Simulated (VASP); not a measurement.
# Sn (Fd-3m) in VASP: further runs

One crystal, Sn, is run at these levels: PBE+D3(BJ); tasks: relaxation of the atoms.

Program: VASP 6.6.1. These are calculated values, not measurements. Logs are shortened: lines on timing, memory, paths and dates and some standing lists are left out, and cuts for length are marked.

### Step 1. The structure

The structure is cubic, space group Fd-3m (No. 227). Conventional cell: a = 6.570 Å, b = 6.570 Å, c = 6.570 Å, α = 90.00°, β = 90.00°, γ = 90.00°. Sn (site symmetry -43m) is surrounded by 4 Sn at 2.84 Å.

This isn't the form of Sn at room conditions, which is tetragonal (white tin).

### Step 2. Relaxation of the atoms, PBE+D3(BJ) (a relaxed cell with its volume scaled by 0.96)

The input, INCAR:

```
PREC = Accurate
ENCUT = 600
EDIFF = 1E-7
ISMEAR = 0
SIGMA = 0.03
LREAL = F
LASPH = T
NELM = 80
ALGO = Normal
ISIF = 2
LWAVE = F
LCHARG = F
GGA = PE
IVDW = 12
IBRION = 2
NSW = 40
EDIFFG = -0.01
```

The input, KPOINTS:

```
regular mesh
0
Gamma
  10 10 10
```

The input, POSCAR:

```
Sn                                      
1.0
    0.0000000000      3.2405812188      3.2405812188
    3.2405812188      0.0000000000      3.2405812188
    3.2405812188      3.2405812188      0.0000000000
  Sn            
     2
Direct
     0.0000000000000000    0.0000000000000000    0.0000000000000000
     0.2500000000000000    0.2500000000000000    0.2500000000000000
```

Potentials or basis: VASP PAW PBE potentials, release 64 (Sn_d).

Command:

```sh
$ cat potpaw_PBE.64/Sn_d/POTCAR > POTCAR
$ mpirun -np 1 vasp_std > vasp.out
```

OUTCAR:

```text
PREC = Accurate
   ENCUT = 600
   EDIFF = 1E-7
   ISMEAR = 0
   LREAL = F
   LASPH = T
   NELM = 80
   ISIF = 2
   GGA = PE
   IVDW = 12
   IBRION = 2
   NSW = 40
   EDIFFG = -0.01
 IVDW          = 12

 ion  position               nearest neighbor table
   1  0.000  0.000  0.000-   2 2.81   2 2.81   2 2.81   2 2.81
   2  0.250  0.250  0.250-   1 2.81   1 2.81   1 2.81   1 2.81

  LATTYP: Found a face centered cubic cell.
 ALAT       =     6.4811624376

  Lattice vectors:

 A1 = (   0.0000000000,   3.2405812188,   3.2405812188)
 A2 = (   3.2405812188,   0.0000000000,   3.2405812188)
 A3 = (   3.2405812188,   3.2405812188,   0.0000000000)

Analysis of symmetry for initial positions (statically):
=====================================================================
 Subroutine PRICEL returns:
 Original cell was already a primitive cell.

 Routine SETGRP: Setting up the symmetry group for a
 face centered cubic supercell.

 Subroutine GETGRP returns: Found 48 space group operations
 (whereof 24 operations were pure point group operations)
 out of a pool of 48 trial point group operations.

The static configuration has the point symmetry T_d .
 The point group associated with its full space group is O_h .

Analysis of symmetry for dynamics (positions and initial velocities):
=====================================================================
 Subroutine PRICEL returns:
 Original cell was already a primitive cell.

 Routine SETGRP: Setting up the symmetry group for a
 face centered cubic supercell.

 Subroutine GETGRP returns: Found 48 space group operations
 (whereof 24 operations were pure point group operations)
 out of a pool of 48 trial point group operations.

The dynamic configuration has the point symmetry T_d .
 The point group associated with its full space group is O_h .

 Subroutine INISYM returns: Found 48 space group operations
 (whereof 24 operations are pure point group operations),
 and found     1 'primitive' translations

----------------------------------------------------------------------------------------

                                     Primitive cell

  volume of cell :      68.0611

  direct lattice vectors                    reciprocal lattice vectors
     0.000000000  3.240581219  3.240581219    -0.154293309  0.154293309  0.154293309
     3.240581219  0.000000000  3.240581219     0.154293309 -0.154293309  0.154293309
     3.240581219  3.240581219  0.000000000     0.154293309  0.154293309 -0.154293309

  length of vectors
     4.582873910  4.582873910  4.582873910     0.267243851  0.267243851  0.267243851

  position of ions in fractional coordinates (direct lattice)
     0.000000000  0.000000000  0.000000000
     0.250000000  0.250000000  0.250000000

  ion indices of the primitive-cell ions
   primitive index   ion index
                 1           1
                 2           2

----------------------------------------------------------------------------------------

 KPOINTS: regular mesh

Automatic generation of k-mesh.
 Grid dimensions read from file:
 generate k-points for:   10   10   10

 Generating k-lattice:

  Cartesian coordinates                     Fractional coordinates (reciprocal lattice)
    -0.015429331  0.015429331  0.015429331     0.100000000  0.000000000  0.000000000
     0.015429331 -0.015429331  0.015429331     0.000000000  0.100000000  0.000000000
     0.015429331  0.015429331 -0.015429331     0.000000000  0.000000000  0.100000000

  Length of vectors
     0.026724385  0.026724385  0.026724385

  Shift w.r.t. Gamma in fractional coordinates (k-lattice)
     0.000000000  0.000000000  0.000000000

 Subroutine IBZKPT returns following result:
 ===========================================

 Found     47 irreducible k-points:

 Following reciprocal coordinates:
            Coordinates               Weight
  0.000000  0.000000  0.000000      1.000000
  0.100000  0.000000  0.000000      8.000000
  0.200000  0.000000  0.000000      8.000000
  0.300000  0.000000  0.000000      8.000000
  0.400000  0.000000  0.000000      8.000000
  0.500000  0.000000  0.000000      4.000000
[... 16 lines left out ...]
  0.300000  0.300000  0.000000      6.000000
  0.400000  0.300000  0.000000     24.000000
 [... further k-points ...]
   k-points           NKPTS =     47   k-points in BZ     NKDIM =     47   number of bands    NBANDS=     18
   number of dos      NEDOS =    301   number of ions     NIONS =      2
   total plane-waves  NPLWV =  64000
   dimension x,y,z NGX =    40 NGY =   40 NGZ =   40
   dimension x,y,z NGXF=    80 NGYF=   80 NGZF=   80
   ions per type =               2
   NGX,Y,Z   is equivalent  to a cutoff of  14.51, 14.51, 14.51 a.u.
   NGXF,Y,Z  is equivalent  to a cutoff of  29.02, 29.02, 29.02 a.u.
 SYSTEM =  unknown system
   PREC   = accura    normal or accurate (medium, high low for compatibility)
   ISTART =      0    job   : 0-new  1-cont  2-samecut
   ICHARG =      2    charge: 1-file 2-atom 10-const
   ISPIN  =      1    spin polarized calculation?
   LNONCOLLINEAR =      F non collinear calculations
   LSORBIT =      F    spin-orbit coupling
   LASPH  =      T    aspherical Exc in radial PAW
   ENCUT  =  600.0 eV  44.10 Ry    6.64 a.u.   9.15  9.15  9.15*2*pi/ulx,y,z
   NELM   =     80;   NELMIN=  2; NELMDL= -5     # of ELM steps
   EDIFF  = 0.1E-06   stopping-criterion for ELM
   LREAL  =      F    real-space projection
   EDIFFG = -.1E-01   stopping-criterion for IOM
   NSW    =     40    number of steps for IOM
   IBRION =      2    ionic relax: 0-MD 1-quasi-New 2-CG
   NFREE  =      1    steps in history (QN), initial steepest desc. (CG)
   ISIF   =      2    stress and relaxation
   ISYM   =      2    0-nonsym 1-usesym 2-fastsym
   POTIM  = 0.5000    time-step for ionic-motion
   TEBEG  =    0.0;   TEEND  =   0.0 temperature during run
   PSTRESS=    0.0 pullay stress
   NELECT =      28.0000    total number of electrons
   NUPDOWN=      -1.0000    fix difference up-down
   EMIN   =  10.00;   EMAX   =-10.00  energy-range for DOS
   EFERMI =   0.00;   METHOD = LEGACY
   ISMEAR =     0;   SIGMA  =   0.03  broadening in eV -4-tet -1-fermi 0-gaus
   EFERMI_NEDOS =   21; number of points for ismear=-14 and -15
   IALGO  =     38    algorithm
   IMIX   =      4    mixing-type and parameters
[... 27 lines left out ...]
  ---------------------------------------------------
  free energy    TOTEN  =        -7.63513072 eV

  energy without entropy =       -7.63506135  energy(sigma->0) =       -7.63509603

 E-fermi :   5.6844     XC(G=0):  -8.8919

 val. band max:        5.5732517539   @ k =   0.1000   0.0000   0.0000
 cond. band min:       5.6845613164   @ k =   0.5000   0.0000   0.0000
 fundamental gap:      0.1113095625
 Fermi energy:         5.6844014814

 k-point     1 :       0.0000    0.0000    0.0000
  band No.  band energies     occupation
      1     -16.0085      2.00000
      2     -16.0085      2.00000
      3     -16.0085      2.00000
      4     -15.9484      2.00000
      5     -15.9484      2.00000
      6     -15.6362      2.00000
[... 10 lines left out ...]
     17       7.8445      0.00000
     18       7.8445      0.00000

 k-point     2 :       0.1000    0.0000    0.0000
  band No.  band energies     occupation
      1     -16.0162      2.00000
      2     -16.0162      2.00000
      3     -16.0061      2.00000
      4     -15.9378      2.00000
      5     -15.9378      2.00000
      6     -15.6532      2.00000
[... 10 lines left out ...]
     17       8.0965      0.00000
     18       8.2875      0.00000

 k-point     3 :       0.2000    0.0000    0.0000
  band No.  band energies     occupation
      1     -16.0290      2.00000
      2     -16.0290      2.00000
      3     -15.9996      2.00000
      4     -15.9177      2.00000
      5     -15.9177      2.00000
      6     -15.6725      2.00000
[... 10 lines left out ...]
     17       8.5640      0.00000
     18       9.5002      0.00000

 k-point     4 :       0.3000    0.0000    0.0000
  band No.  band energies     occupation
      1     -16.0386      2.00000
      2     -16.0386      2.00000
      3     -15.9913      2.00000
      4     -15.9004      2.00000
      5     -15.9004      2.00000
      6     -15.6867      2.00000
[... 10 lines left out ...]
     17       8.8616      0.00000
     18      10.9378      0.00000

 k-point     5 :       0.4000    0.0000    0.0000
  band No.  band energies     occupation
      1     -16.0437      2.00000
      2     -16.0437      2.00000
      3     -15.9843      2.00000
      4     -15.8902      2.00000
      5     -15.8902      2.00000
      6     -15.6942      2.00000
[... 10 lines left out ...]
     17       8.9248      0.00000
     18      11.4171      0.00000

 k-point     6 :       0.5000    0.0000    0.0000
  band No.  band energies     occupation
      1     -16.0452      2.00000
      2     -16.0452      2.00000
      3     -15.9815      2.00000
      4     -15.8872      2.00000
      5     -15.8872      2.00000
      6     -15.6963      2.00000
[... 10 lines left out ...]
     17       8.9190      0.00000
     18      11.3297      0.00000

 k-point     7 :       0.1000    0.1000    0.0000
  band No.  band energies     occupation
      1     -16.0148      2.00000
      2     -16.0143      2.00000
      3     -16.0143      2.00000
      4     -15.9403      2.00000
      5     -15.9268      2.00000
      6     -15.6763      2.00000
[... 10 lines left out ...]
     17       8.5263      0.00000
     18       8.5263      0.00000

 k-point     8 :       0.2000    0.1000    0.0000
  band No.  band energies     occupation
      1     -16.0303      2.00000
      2     -16.0237      2.00000
      3     -16.0061      2.00000
      4     -15.9259      2.00000
      5     -15.9049      2.00000
      6     -15.7006      2.00000
[... 10 lines left out ...]
     17       9.0930      0.00000
     18       9.3556      0.00000
[... 229 lines left out ...]
     17      10.2384      0.00000
     18      10.4608      0.00000

 k-point    20 :      -0.4000    0.2000    0.0000
  band No.  band energies     occupation
      1     -16.0738      2.00000
      2     -16.0556      2.00000
      3     -15.9403      2.00000
      4     -15.8618      2.00000
      5     -15.8500      2.00000
      6     -15.7413      2.00000
[... 10 lines left out ...]
     17       9.9383      0.00000
     18      11.5543      0.00000

 k-point    21 :      -0.3000    0.2000    0.0000
  band No.  band energies     occupation
      1     -16.0666      2.00000
      2     -16.0553      2.00000
      3     -15.9463      2.00000
      4     -15.8847      2.00000
      5     -15.8519      2.00000
      6     -15.7358      2.00000
[... 10 lines left out ...]
     17       9.5482      0.00000
     18      10.6643      0.00000

 k-point    22 :      -0.2000    0.2000    0.0000
  band No.  band energies     occupation
      1     -16.0516      2.00000
      2     -16.0501      2.00000
      3     -15.9682      2.00000
      4     -15.9016      2.00000
      5     -15.8703      2.00000
      6     -15.7215      2.00000
[... 10 lines left out ...]
     17       9.2502      0.00000
     18       9.9031      0.00000

 k-point    23 :       0.3000    0.3000    0.0000
  band No.  band energies     occupation
      1     -16.0442      2.00000
      2     -16.0442      2.00000
      3     -16.0027      2.00000
      4     -15.8808      2.00000
      5     -15.8220      2.00000
      6     -15.7996      2.00000
[... 10 lines left out ...]
     17      11.2302      0.00000
     18      11.2302      0.00000

 k-point    24 :       0.4000    0.3000    0.0000
  band No.  band energies     occupation
      1     -16.0583      2.00000
      2     -16.0512      2.00000
      3     -15.9791      2.00000
      4     -15.8591      2.00000
      5     -15.8256      2.00000
      6     -15.7969      2.00000
[... 10 lines left out ...]
     17      11.1624      0.00000
     18      11.6402      0.00000

 [... further k-points ...]

------------------------ aborting loop because EDIFF is reached ----------------------------------------

 Edisp (eV)   -0.61720

 E8    (eV) :    -0.2990

  FORCE on cell =-STRESS in cart. coord.  units (eV):
  Direction    XX          YY          ZZ          XY          YZ          ZX
  --------------------------------------------------------------------------------------
  -------------------------------------------------------------------------------------
  Total       0.76686     0.76686     0.76686     0.00000     0.00000     0.00000
  in kB      18.05219    18.05219    18.05219     0.00000     0.00000     0.00000
  external pressure =       18.05 kB  Pullay stress =        0.00 kB

 VOLUME and BASIS-vectors are now :
 -----------------------------------------------------------------------------
  energy-cutoff  :      600.00
  volume of cell :       68.06
      direct lattice vectors                 reciprocal lattice vectors
     0.000000000  3.240581219  3.240581219    -0.154293309  0.154293309  0.154293309
     3.240581219  0.000000000  3.240581219     0.154293309 -0.154293309  0.154293309
     3.240581219  3.240581219  0.000000000     0.154293309  0.154293309 -0.154293309

 POSITION                                       TOTAL-FORCE (eV/Angst)
 -----------------------------------------------------------------------------------
      0.00000      0.00000      0.00000        -0.000000     -0.000000     -0.000000
      1.62029      1.62029      1.62029         0.000000      0.000000      0.000000
 -----------------------------------------------------------------------------------
    total drift:                               -0.000000     -0.000000      0.000000

  FREE ENERGIE OF THE ION-ELECTRON SYSTEM (eV)
  ---------------------------------------------------
  free  energy   TOTEN  =        -8.2523345820 eV

  energy  without entropy=       -8.2522652168  energy(sigma->0) =       -8.25229990

 reached required accuracy - stopping structural energy minimisation
```

Run time: 46 s. Hardware: 1 thread of Intel Xeon Platinum 8375C at 2.90GHz (Ice Lake), shared host; peak memory 0.26 GiB.

Results:

| Quantity | Value |
| --- | --- |
| Free energy | -8.2523 eV |
| Pressure after relaxing | 1.8 GPa |
| Band gap on the k mesh | none (metal or under the smearing width) |
| Dispersion energy per atom | -0.309 eV |

Final structure:
```cif
data_structure
_symmetry_space_group_name_H-M 'P 1'
_symmetry_Int_Tables_number 1
_cell_length_a 4.5829
_cell_length_b 4.5829
_cell_length_c 4.5829
_cell_angle_alpha 60.000
_cell_angle_beta 60.000
_cell_angle_gamma 60.000
_cell_volume 68.06
loop_
_atom_site_label
_atom_site_type_symbol
_atom_site_fract_x
_atom_site_fract_y
_atom_site_fract_z
_atom_site_occupancy
Sn1 Sn 0.00000 0.00000 0.00000 1
Sn2 Sn 0.25000 0.25000 0.25000 1
```

Caveat: the relaxation stopped at its first step, so nothing moved; pairwise dispersion overbinds metals, which lowers pressure and volume.

(Part 1 of 2 ends here.)
